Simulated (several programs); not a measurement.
## Ga2O3 (corundum) from semi-empirical methods to plane-wave DFT

Ga2O3 in the corundum structure, relaxed with r2SCAN in Ansatz, was computed with several methods. It is trigonal, R-3c (No. 167); conventional cell a = 4.985 Å, c = 13.442 Å, 9.64 Å³ an atom. Ga is surrounded by 6 O at 1.93–2.07 Å; O is surrounded by 4 Ga at 1.93–2.07 Å. No spin polarisation and no zero-point or thermal motion.

```
CELL_PARAMETERS angstrom
2.49226 1.43891 4.48064
-2.49226 1.43891 4.48064
0.00000 -2.87781 4.48064
ATOMIC_POSITIONS crystal
Ga 0.85543 0.85543 0.85543
Ga 0.35543 0.35543 0.35543
Ga 0.14457 0.14457 0.14457
Ga 0.64457 0.64457 0.64457
O 0.44637 0.05363 0.75000
O 0.05363 0.75000 0.44637
O 0.55363 0.94637 0.25000
O 0.25000 0.55363 0.94637
O 0.94637 0.25000 0.55363
O 0.75000 0.44637 0.05363
```

Gaps and times are for a single point on this cell; volume and bulk modulus come from each method's own relaxation or energy curve at fixed shape, which is too stiff where a cell has free coordinates or axes. Times are rough, from shared hosts (Arm Neoverse V2; Intel Xeon 6975P-C; NVIDIA H100 80GB HBM3), and each method has its own mesh and cell size. A double dagger marks a value from a curve with shape and coordinates held. PM7 (MOPAC), GFN1-xTB (tblite), GFN2-xTB (tblite) treat a cluster of cells at its zone centre, which samples few k points: where these miss a band edge, the gap comes out too large for that reason alone. Gaps from k meshes are read at a limited set of points (mesh, symmetry points, PBE's band edges), so each method's own least gap may be somewhat smaller. xTB and the PM methods were fitted mostly to molecules, and can miss a solid's gap by electronvolts. Minimal bases can be far off for gaps. Times of the plane-wave ladder aren't listed, since it ran on unlike processors and cards. GLLB-SC's gap includes the derivative discontinuity. d marks a direct gap, i an indirect one (no mark: not told apart), a dash a value that wasn't computed or didn't pass its checks.

| method | kind | gap (eV) | own volume (Å³/atom) | bulk modulus (GPa) | atoms computed | processor time |
| --- | --- | --- | --- | --- | --- | --- |
| PBEsol | semilocal | – | 9.71 | – | 10 | – |
| light PBE (260 eV and a coarse mesh) | light plane-wave | 2.68 i | – | – | 10 | 1.6 s |
| LDA | semilocal | 2.78 i | 9.41 | – | 10 | – |
| PBE | semilocal | 2.85 i | 10.06 | 200‡ | 10 | – |
| GFN1-xTB (tblite) | tight binding | 1.55 | 10.42‡ | 145‡ | cluster | 11 s |
| GFN2-xTB (tblite) | tight binding | 1.26 | 9.61‡ | 152‡ | cluster | 15 s |
| r2SCAN | semilocal | 3.55 i | 9.64 | 236‡ | 10 | – |
| PBE/SZV (CP2K) | small basis | 2.36 i | – | – | 10 | 29 s |
| PBE+SOC | semilocal | 2.85 i | – | – | 10 | – |
| GLLB-SC (GPAW) | model potential | 4.77 | – | – | 10 | 57 s |
| LC-ωPBE | hybrid | 10.24 i | – | – | 10 | – |
| PM7 (MOPAC) | semi-empirical | 3.11 | – | – | cluster | 93 s |
| HSE06 | hybrid | 4.62 i | – | – | 10 | – |
| PBE/DZVP (CP2K) | small basis | 2.79 i | 10.21‡ | 194‡ | 10 | 120 s |
| PBE0 | hybrid | 5.34 i | – | – | 10 | – |
| DDH-PBE0 | hybrid | 5.13 i | – | – | 10 | – |

Against HSE06 (4.62 eV) and with closed or daggered gaps left aside, the nearest gap at the points sampled is that of GLLB-SC (GPAW) (+0.15 eV) and the farthest that of LC-ωPBE (+5.62 eV). HSE06 is only a yardstick of convenience: for gaps this wide it usually falls short of measured ones, so a larger value can be the better one.

Volumes against r2SCAN's: PBEsol +0.7 %, LDA -2.4 %, PBE +4.3 %.

Only the rows marked +SOC include spin-orbit coupling.
